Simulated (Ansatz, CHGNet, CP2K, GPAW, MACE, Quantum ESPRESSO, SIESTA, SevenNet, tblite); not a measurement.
# GPAW on random packing of 77TeO2-23ZnO (mol %) (86 atoms): settings against a plane-wave reference

Aim: run random packing of 77TeO2-23ZnO (mol %) (86 atoms) in GPAW and see how near its forces come to a plane-wave reference, and at what cost.

Program: GPAW 26.7.0. Level of theory: the method is named at each step. Results are calculated unless marked as measured.

### 1. Starting point

The cell holds 86 atoms: 24 Te, 55 O and 7 Zn. Its edges and angles: a = 10.894 Å, b = 10.894 Å, c = 10.894 Å, α = 90.0°, β = 90.0°, γ = 90.0°. 86 atoms (24 Te, 55 O, 7 Zn) packed at random in a cube at 5.65 g/cm³ and pushed apart as soft spheres, cations and anions kept from their own kind; a start for melting by ab initio MD, not an equilibrated structure. Then every atom was moved at random, 0.02 Å r.m.s. a Cartesian component.

The yardstick, on the same geometry:

```
method                 : Kohn-Sham DFT, PBE, PAW, plane waves (Ansatz 0.2.0); cutoff 420 eV, Γ point, fermi-dirac smearing of 0.05 eV; PAW set soft_2
r.m.s. force component : 1.614 eV/Å
longest force          : 7.347 eV/Å
pressure               : 5.357 GPa
SCF cycles             : 16
time                   : 35 s on 4 threads of Arm Neoverse V1, shared host
CPU time               : 2.2 min
```

### 2. PBE, LCAO dzp, h 0.18 Å

Method: Kohn-Sham DFT, PBE, PAW, atomic orbitals (dzp).

run.py

```python
import numpy as np
from ase.io import read
from gpaw import GPAW, FermiDirac

atoms = read("structure.xyz")
atoms.calc = GPAW(
    mode="lcao",
    basis="dzp",
    h=0.18,
    xc="PBE",
    kpts={"size": (1, 1, 1), "gamma": True},
    occupations=FermiDirac(0.05),
    maxiter=200,
    symmetry={"point_group": False},
    txt="gpaw.txt",
)
energy = atoms.get_potential_energy(force_consistent=True)
forces = atoms.get_forces()
print(f"energy {energy:.6f} eV")
print("forces (eV/A)")
for i, (a, f) in enumerate(zip(atoms, forces)):
    print(f"{i:4d} {a.symbol:2s} {f[0]:10.5f} {f[1]:10.5f} {f[2]:10.5f}")
print(f"Fermi level {atoms.calc.get_fermi_level():.4f} eV")
for k in range(len(atoms.calc.get_ibz_k_points())):
    for s in range(atoms.calc.get_number_of_spins()):
        e = atoms.calc.get_eigenvalues(kpt=k, spin=s)
        n = np.searchsorted(e, atoms.calc.get_fermi_level())
        print(f"k {k} spin {s} levels about the Fermi level:", np.round(e[max(n - 6, 0):n], 4).tolist(), "|", np.round(e[n:n + 6], 4).tolist())
```

structure.xyz

```xyz
86
Lattice="10.89410 0.00000 0.00000 0.00000 10.89410 0.00000 0.00000 0.00000 10.89410" Properties=species:S:1:pos:R:3 pbc="T T T"
Te 1.98817 10.08521 0.30296
Te 7.09456 5.34214 10.52490
Te 10.14883 10.38763 10.70204
Te 6.98889 9.23700 4.98176
Te 7.42651 4.46832 4.90387
Te 9.91940 6.58265 3.81293
Te 9.90404 4.59263 10.05885
Te 4.04999 1.10488 0.16080
Te 8.47398 1.92455 9.13056
Te 2.44398 1.07666 3.69866
Te 7.73187 1.84535 1.59936
Te 7.80595 10.87623 7.34698
Te 5.79021 8.45230 2.12609
Te 8.42713 10.45692 2.97060
Te 5.81233 1.34085 8.91388
Te 4.86356 10.61717 6.08893
Te 1.74327 3.37042 0.89528
Te 0.70256 8.49119 7.54155
Te 6.55128 4.66551 7.68089
Te 9.93694 3.63841 5.76254
Te 3.11539 6.35540 1.35065
Te 9.20388 6.32239 1.12275
Te 10.06266 7.75039 9.74793
Te 1.56439 3.44177 4.81955
O 6.10048 1.77563 0.38129
O 0.92219 10.77971 1.77639
O 8.79056 8.20968 3.79605
O 1.54043 1.11076 10.66794
O 8.99602 6.29385 8.98219
O 4.27016 1.47724 4.43052
O 3.43437 2.82114 9.95263
O 8.66898 2.73976 3.13881
O 6.31073 1.11414 6.29374
O 0.78753 2.70239 2.52318
O 4.12418 1.09616 2.27098
O 6.51881 4.54110 3.07344
O 0.22268 10.41792 8.75842
O 10.53459 1.93730 4.29816
O 0.47901 4.90496 1.18931
O 1.98022 7.45614 5.72202
O 1.86986 6.79683 10.69016
O 5.34094 6.16552 6.79541
O 8.09366 3.87100 8.60449
O 2.87375 8.96944 9.79815
O 0.54786 5.36883 5.28190
O 0.36691 6.46391 7.35613
O 3.58710 9.42013 1.47364
O 3.84224 5.07905 3.04904
O 8.81474 10.87297 9.23602
O 7.72108 8.89438 1.99841
O 8.33638 5.78313 6.10418
O 9.85916 10.04207 4.68141
O 9.85589 4.60897 3.56183
O 3.72088 9.27295 4.88600
O 5.17579 4.65712 9.03339
O 8.10891 2.83671 5.86277
[... 26 atom lines left out ...]
Zn 0.26843 2.15180 9.72898
Zn 5.09245 6.50443 9.05474
Zn 2.72570 8.58586 2.84445
Zn 5.40533 3.45899 0.72609
```

Run with:

```
$ OMP_NUM_THREADS=1 python run.py > output.txt
```

The program printed:

```text
energy -287.794848 eV
forces (eV/A)
   0 Te    1.62155   -2.88134   -1.27357
   1 Te   -2.73939    0.25031    1.39136
   2 Te    0.74604    1.13372    0.15240
   3 Te    0.54685   -4.91978    1.14028
   4 Te   -6.21415   -0.29124   -5.47731
   5 Te    4.26936    0.53862    1.19070
   6 Te    3.06864   -0.27706   -1.59284
   7 Te   -3.07081   -0.11819    0.00558
   8 Te    2.58300    3.05708    1.90434
   9 Te   -0.71457   -2.92856    0.73436
  10 Te    1.16154    3.25145    4.79226
  11 Te   -0.20050   -3.31005   -1.85829
  12 Te   -2.89950   -1.16669    0.08190
  13 Te    2.88987    0.77880    2.35133
  14 Te   -2.93707   -1.00984   -2.49503
  15 Te   -7.23577    0.30987    0.61392
  16 Te   -1.55350    0.41823    0.75659
  17 Te    0.57778   -1.00115   -3.08960
  18 Te   -3.52691    1.34720   -4.87188
  19 Te    3.94342    0.69542    2.34668
  20 Te   -0.95486   -0.59027    0.33455
  21 Te    2.43789    2.87969    3.90728
  22 Te    0.17586   -0.36336   -1.72652
  23 Te    2.51326    1.20653    1.00757
[...]
78 O     1.36385    0.02015   -0.88093
  79 Zn   -0.27042   -0.35121   -3.23836
  80 Zn    0.18244   -1.33189    0.54213
  81 Zn    0.11010    0.27865    1.24480
  82 Zn    1.01630    0.31215   -2.56701
  83 Zn   -2.74255    4.41838   -1.50096
  84 Zn   -1.11389    0.14496    3.32240
  85 Zn   -0.30854    2.41838    0.63686
Fermi level 5.0761 eV
k 0 spin 0 levels about the Fermi level: [4.9544, 4.9792, 4.9827, 5.013, 5.0242, 5.0637] | [5.1044, 5.1192, 5.1329, 5.1572, 5.1672, 5.2111]
```

gpaw.txt:

```text
Input parameters:
  mode=LCAO(),
  basis={'default': 'dzp'},
  h=0.18,
  kpts=MonkhorstPack(size=(1, 1, 1), gamma=True),
  maxiter=200,
  occupations=Occupations(name='fermi-dirac', width=0.05, fixmagmom=False),
  symmetry=Symmetry(point_group=False),
  xc=XC(name='PBE')
Unit cell  # Å
| periodic |         x |         y |         z |   lengths |    angles |
|----------|-----------|-----------|-----------|-----------|-----------|
|      yes | 10.894100 |  0.000000 |  0.000000 | 10.894100 | 90.000000 |
|      yes |  0.000000 | 10.894100 |  0.000000 | 10.894100 | 90.000000 |
|      yes |  0.000000 |  0.000000 | 10.894100 | 10.894100 | 90.000000 |
Number of symmetries: 1
Symmetry operations  # r_c * U_cc + t_c -> r_c
|   | kind |            matrix            |
|---|------|------------------------------|
| 0 |  E   |  1, 0, 0,  0, 1, 0,  0, 0, 1 |
BZ-sampling:
  Number of BZ points: 1
  Number of IBZ points: 1
  Monkhorst-Pack size: [1, 1, 1]
  Monkhorst-Pack shift: [0, 0, 0]
[... lines left out ...]
  Fermi-Dirac:
[... lines left out ...]
    Stencil: 6*3+1=19 point O(h^6) finite-difference Laplacian
xc functional:
  name: PBE with 2 nearest neighbor stencil
interpolation: tri-quintic # 5. degree polynomial
Initialization done in: 11.652 s
convergence criteria:
- Maximum [total energy] change in last 3 cyles: 0.0005 eV / valence electron
- Maximum integral of absolute [dens]ity change: 0.0001 electrons / valence electron
- Maximum integral of absolute [eigenst]ate change: 4e-08 eV^2 / valence electron
maximum number of iterations: 200
SCF iterations
|iter     |      energy | eigst |  dens |
|---------|-------------|-------|-------|
|iter:   1| -416.370621 |      c|       |
|iter:   2| -350.600901 |      c| -0.71 |
|iter:   3| -327.622403 |      c| -0.83 |
|iter:   4| -303.871426 |      c| -1.01 |
[...]
|iter:  14| -287.665602 |      c| -1.85 |
|iter:  15| -287.553408 |      c| -2.00 |
|iter:  16| -287.514296c|      c| -2.13 |
|iter:  17| -287.520009c|      c| -2.22 |
|iter:  18| -287.506758c|      c| -2.23 |
[...]
|iter:  36| -287.457150c|      c| -3.95 |
|iter:  37| -287.457006c|      c| -3.90 |
|iter:  38| -287.457003c|      c| -4.12c|
Converged in 38 steps
SCF loop duration: 361.417 s (9.511 s/step)
Energy contributions relative to reference atoms: (reference = -4889252.565545)
Energy contributions:
  Kinetic:         807.151434
  Coulomb:        -678.742418
  Zero:             12.235214
  External:          0.000000
  Xc:             -427.763389
  Entropy:          -0.675689
  Spinorbit:         0.000000
  ----------------------------
  Free energy:    -287.794848
  Extrapolated:   -287.457003
dipole moment: (-40.865077, 136.804925, 13.066025)  # |e|*Ang
Fermi level: 5.076
Eigenvalues  # (at kpt = [0.000, 0.000, 0.000])
| band index |      eig [eV] | occ [0-2] |
|------------|---------------|-----------|
|          0 |       -16.469 |     2.000 |
|        ... |               |           |
|        271 |         4.905 |     1.937 |
|        272 |         4.927 |     1.903 |
[...]
|        286 |         5.249 |     0.061 |
|        ... |               |           |
|        338 |         9.715 |     0.000 |
Gap: 0.041 eV
Transition (v -> c):
  (s=0, k=0, n=278, [0.00, 0.00, 0.00]) -> (s=0, k=0, n=279, [0.00, 0.00, 0.00])
No difference between direct/indirect transitions
Force computation time: 21.316  # s
timing:  # [seconds]
  Total:  394.411  # ━━━━━━━━━━━━━━━━━━━━━━━━━━━━━━━━━━━━━━━━━━━━━━━━━━━━━━━━
  Init:    11.651  # ━╸
  SCF:    361.417  # ━━━━━━━━━━━━━━━━━━━━━━━━━━━━━━━━━━━━━━━━━━━━━━━━━━━╸
  Forces:  21.316  # ━━━
```

Elapsed: 6.6 min, on 1 thread of Arm Neoverse V1, shared host; peak memory 1.6 GiB.

Banners, paths, timers and routine set-up lines are dropped from the logs unmarked, and long logs keep their key lines alone; longer cuts are marked.

Numbers from this run, and their distance from the reference:

```
r.m.s. force component                  : 1.641 eV/Å
r.m.s. difference of force components   : 374.2 meV/Å
longest difference of force vectors     : 1173 meV/Å
force difference over r.m.s. force      : 23.19 %
slope of forces against the reference's : 0.9903
correlation of force components         : 0.9737
```

Length of the force difference by element (eV/Å):

```csv
element,atoms,mean,most
O,55,0.56,1.1
Te,24,0.77,1.2
Zn,7,0.17,0.22
```

The surroundings of Te5, which bears the longest force, nearest first, numbered as they follow in the input and with coordinates relative to it.

```csv
atom,x,y,z,distance (Å),Fx,Fy,Fz (eV/Å)
Te5,0.00,0.00,0.00,0.00,-6.21,-0.29,-5.48
O51,0.91,1.31,1.20,2.00,0.40,-0.63,-0.86
O56,0.68,-1.63,0.96,2.01,-1.12,-1.16,-0.33
O36,-0.91,0.07,-1.83,2.04,0.54,0.20,1.19
O65,-2.03,-1.21,0.71,2.47,1.33,1.63,0.67
O32,1.24,-1.73,-1.77,2.77,-0.97,-1.60,-0.72
O53,2.43,0.14,-1.34,2.78,-1.61,-0.81,1.35
Te20,2.51,-0.83,0.86,2.78,3.94,0.70,2.35
Te19,-0.88,0.20,2.78,2.92,-3.53,1.35,-4.87
```

Atoms are counted from 1 here, from 0 in the log.

Forces lie 23 % from the reference's, at 3.0 times its CPU time (on 1 against 4 cores).

### 3. PBE, LCAO szp(dzp), h 0.18 Å

Method: Kohn-Sham DFT, PBE, PAW, atomic orbitals (szp(dzp)).

Changes to run.py since step 2:

```diff
@@ -7,3 +7,3 @@
     mode="lcao",
-    basis="dzp",
+    basis="szp(dzp)",
     h=0.18,
```

structure.xyz is that of step 2.

The program printed:

```text
energy -242.821259 eV
forces (eV/A)
   0 Te    1.53629   -3.62121   -1.05293
   1 Te   -3.28701    0.05671    1.54082
   2 Te    0.19574    1.33663    0.61372
   3 Te    0.54531   -4.78893    0.99551
   4 Te   -6.51959    0.08024   -6.16088
   5 Te    3.84269    1.13269    2.10753
[...]
83 Zn   -2.97496    4.23592   -1.26989
  84 Zn   -1.09115    0.50656    3.06125
  85 Zn   -0.32697    2.45051    0.74194
Fermi level 5.8160 eV
k 0 spin 0 levels about the Fermi level: [5.7078, 5.7159, 5.7231, 5.746, 5.7563, 5.8054] | [5.8402, 5.8688, 5.8765, 5.8985, 5.9188, 5.9486]
```

gpaw.txt:

```text
Input parameters:
  mode=LCAO(),
  basis={'default': 'szp(dzp)'},
  h=0.18,
  kpts=MonkhorstPack(size=(1, 1, 1), gamma=True),
  maxiter=200,
  occupations=Occupations(name='fermi-dirac', width=0.05, fixmagmom=False),
[... lines left out ...]
  Fermi-Dirac:
[... lines left out ...]
convergence criteria:
- Maximum [total energy] change in last 3 cyles: 0.0005 eV / valence electron
[... lines left out ...]
Converged in 38 steps
[... lines left out ...]
  Free energy:    -242.821259
[... lines left out ...]
Fermi level: 5.816
[... lines left out ...]
|        ... |               |           |
|        338 |        10.458 |     0.000 |
Gap: 0.035 eV
Transition (v -> c):
  (s=0, k=0, n=278, [0.00, 0.00, 0.00]) -> (s=0, k=0, n=279, [0.00, 0.00, 0.00])
No difference between direct/indirect transitions
Force computation time: 15.737  # s
timing:  # [seconds]
  Total:  303.852  # ━━━━━━━━━━━━━━━━━━━━━━━━━━━━━━━━━━━━━━━━━━━━━━━━━━━━━━━━
  Init:    10.245  # ━━
  SCF:    277.835  # ━━━━━━━━━━━━━━━━━━━━━━━━━━━━━━━━━━━━━━━━━━━━━━━━━━━
  Forces:  15.737  # ━━━
```

The job ended after 5.1 min (1 thread; peak memory 1.6 GiB).

Numbers from this run, and their distance from the reference:

```
r.m.s. force component                  : 1.669 eV/Å
r.m.s. difference of force components   : 745.5 meV/Å
longest difference of force vectors     : 2201 meV/Å
force difference over r.m.s. force      : 46.2 %
slope of forces against the reference's : 0.9284
correlation of force components         : 0.8974
```

This is a coarse setting, run to see what it loses.

Against the first run (23 %), the force difference from the reference is 46 %, at 0.77 times the CPU time, with 795 basis functions against 1174: the smaller basis costs accuracy.

### 4. PBE, LCAO dzp, h 0.22 Å

Method: Kohn-Sham DFT, PBE, PAW, atomic orbitals (dzp).

Changes to run.py since step 3:

```diff
@@ -7,4 +7,4 @@
     mode="lcao",
-    basis="szp(dzp)",
-    h=0.18,
+    basis="dzp",
+    h=0.22,
     xc="PBE",
```

structure.xyz is that of step 3.

The program printed:

```text
energy -271.433231 eV
forces (eV/A)
   0 Te    1.62109   -2.88220   -1.27322
   1 Te   -2.72212    0.23621    1.38509
   2 Te    0.77572    1.12384    0.21293
   3 Te    0.54563   -4.90438    1.16194
   4 Te   -6.23972   -0.28740   -5.47199
   5 Te    4.27896    0.57007    1.20722
   6 Te    3.09250   -0.26927   -1.60145
   7 Te   -3.07915   -0.11497    0.01305
   8 Te    2.56742    3.06974    1.94160
   9 Te   -0.74846   -2.93539    0.70285
  10 Te    1.13842    3.23002    4.78409
  11 Te   -0.20271   -3.32681   -1.85996
[...]
81 Zn    0.09884    0.26667    1.25300
  82 Zn    1.01314    0.31778   -2.56651
  83 Zn   -2.73819    4.40810   -1.49224
  84 Zn   -1.11385    0.13243    3.32019
  85 Zn   -0.29201    2.41064    0.63792
Fermi level 5.0841 eV
k 0 spin 0 levels about the Fermi level: [4.962, 4.987, 4.9902, 5.0206, 5.0317, 5.0719] | [5.1128, 5.1273, 5.1405, 5.1657, 5.1758, 5.2197]
```

gpaw.txt:

```text
Input parameters:
  mode=LCAO(),
  basis={'default': 'dzp'},
  h=0.22,
  kpts=MonkhorstPack(size=(1, 1, 1), gamma=True),
  maxiter=200,
  occupations=Occupations(name='fermi-dirac', width=0.05, fixmagmom=False),
  symmetry=Symmetry(point_group=False),
  xc=XC(name='PBE')
[... lines left out ...]
  Fermi-Dirac:
[... lines left out ...]
convergence criteria:
- Maximum [total energy] change in last 3 cyles: 0.0005 eV / valence electron
[... lines left out ...]
Converged in 38 steps
[... lines left out ...]
  Free energy:    -271.433231
[... lines left out ...]
Fermi level: 5.084
[... lines left out ...]
|          0 |       -16.485 |     2.000 |
|        ... |               |           |
|        271 |         4.912 |     1.938 |
|        272 |         4.935 |     1.903 |
[...]
|        286 |         5.257 |     0.061 |
|        ... |               |           |
|        338 |         9.725 |     0.000 |
Gap: 0.041 eV
Transition (v -> c):
  (s=0, k=0, n=278, [0.00, 0.00, 0.00]) -> (s=0, k=0, n=279, [0.00, 0.00, 0.00])
No difference between direct/indirect transitions
Force computation time: 13.666  # s
timing:  # [seconds]
  Total:  265.708  # ━━━━━━━━━━━━━━━━━━━━━━━━━━━━━━━━━━━━━━━━━━━━━━━━━━━━━━━━
  Init:     9.127  # ━━
  SCF:    242.886  # ━━━━━━━━━━━━━━━━━━━━━━━━━━━━━━━━━━━━━━━━━━━━━━━━━━━
  Forces:  13.666  # ━━━
```

It took 4.5 min on 1 thread; peak memory 0.92 GiB.

Compared with the plane-wave run:

```
r.m.s. force component                          : 1.635 eV/Å
r.m.s. difference of force components           : 403 meV/Å
longest difference of force vectors             : 1222 meV/Å
force difference over r.m.s. force              : 24.98 %
slope of forces against the reference's         : 0.982
correlation of force components                 : 0.9694
energy less the same-level run's                : 190.3 meV/atom
r.m.s. force difference from the same-level run : 134 meV/Å
```

This is a coarse setting, run to see what it loses.

Against the first run (23 %), the force difference from the reference is 25 %, at 0.67 times the CPU time: the grid matters here.

The forces add up to 3.0 eV/Å instead of zero, usually a sign of too coarse a grid.

(Part 1 of 2 ends here.)

[Also dropped from logs without a mark: logging warnings of Python, and SIESTA's first energy breakdown and zero terms.]

[Logs are printed without paths, hosts, clocks, repeated set-up lines and the standing remarks that a program may print on its own settings, such as how far it seeks lower states.]

[Hosts, paths, dates, database ids (printed as entryN), source tags and the programs' standing remarks are cut or masked in the printed files.]
